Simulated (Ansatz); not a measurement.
Rutile GeO2

Method: PBE (plane waves, PAW; Ansatz, a first-principles code).

Settings: plane-wave cutoff 500 eV, 6×6×1 k mesh (along the axes of the cell as run), gaussian smearing 0.02 eV, scalar-relativistic PAW data made under PBE.

Cell: relaxed at this level.

| Property | Value |
|---|---|
| surface energy of the (101) face | 1.26 J/m² |
| ionisation potential of the slab | 7.21 eV |

The slab of 36 atoms is relaxed and unreconstructed.
